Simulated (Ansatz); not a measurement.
Theory: DFT PBE, scalar-relativistic, plane waves, PAW (Ansatz 0.2.0). All cells share a 420 eV cutoff and Γ-centred k meshes spaced at most about 0.3 Å⁻¹ (2π included). No spin polarisation.

These are static total energies at zero pressure.

Two forms of Al₂Ga₃N₅ were relaxed alike.

A.

```cif
data_structure
_symmetry_space_group_name_H-M 'I4/mmm'
_symmetry_Int_Tables_number 139
_cell_length_a 2.9642
_cell_length_b 2.9642
_cell_length_c 20.9971
_cell_angle_alpha 90.000
_cell_angle_beta 90.000
_cell_angle_gamma 90.000
_cell_volume 184.49
loop_
_atom_site_label
_atom_site_type_symbol
_atom_site_symmetry_multiplicity
_atom_site_Wyckoff_symbol
_atom_site_fract_x
_atom_site_fract_y
_atom_site_fract_z
_atom_site_occupancy
Al1 Al 4 e 0.00000 0.00000 0.40120 1
Ga1 Ga 4 e 0.50000 0.50000 0.30083 1
Ga2 Ga 2 a 0.00000 0.00000 0.00000 1
N1 N 4 e 0.50000 0.50000 0.40079 1
N2 N 2 b 0.50000 0.50000 0.00000 1
N3 N 4 e 0.50000 0.50000 0.19761 1
```

B.

```cif
data_structure
_symmetry_space_group_name_H-M 'R-3m:H'
_symmetry_Int_Tables_number 166
_cell_length_a 2.9628
_cell_length_b 2.9628
_cell_length_c 36.3174
_cell_angle_alpha 90.000
_cell_angle_beta 90.000
_cell_angle_gamma 120.000
_cell_volume 276.09
loop_
_atom_site_label
_atom_site_type_symbol
_atom_site_symmetry_multiplicity
_atom_site_Wyckoff_symbol
_atom_site_fract_x
_atom_site_fract_y
_atom_site_fract_z
_atom_site_occupancy
Al1 Al 6 c 0.33333 0.66667 0.06628 1
Ga1 Ga 3 a 0.00000 0.00000 0.00000 1
Ga2 Ga 6 c 0.66667 0.33333 0.13253 1
N1 N 6 c 0.00000 0.00000 0.29870 1
N2 N 6 c 0.00000 0.00000 0.09788 1
N3 N 3 b 0.33333 0.66667 0.16667 1
```

Problem. Which arrangement of the elements on these sites is preferred, and by what margin?

Solution. B is lower, by 9 meV/atom. The two share one framework of sites and differ in which element sits where. A has Al and Ga ordered on rock salt sites, space group I4/mmm (No. 139), 9.2 Å³/atom and a gap of 1.23 eV on its mesh; B has Al and Ga ordered on rock salt sites, space group R-3m (No. 166), 9.2 Å³/atom and a gap of 1.70 eV. Counting N atoms around Al and Ga (those within 1.25 times the shortest such distance or 1.15 times the sum of covalent radii, 1.27 where that leaves under three), A and B both have Al 6, Ga 6. In A, around Al lie 6 N at 2.07–2.10 Å; Ga on a site of symmetry 4mm is surrounded by 6 N at 2.10–2.17 Å; around N on a site of symmetry 4mm lie 2 Ga at 2.08–2.10 Å and 4 Al at 2.10 Å; 3 more sites not described. In B, around Al lie 6 N at 2.06 Å; around Ga on a site of symmetry -3m lie 6 N at 2.12 Å; around N on a site of symmetry 3m lie 3 Al at 2.06 Å and 3 Ga at 2.12 Å; 3 more sites not described. Both come from invented guesses.

Kohn–Sham gaps at this level usually fall short of measured ones. Cells relaxed within their symmetry can be saddle points.
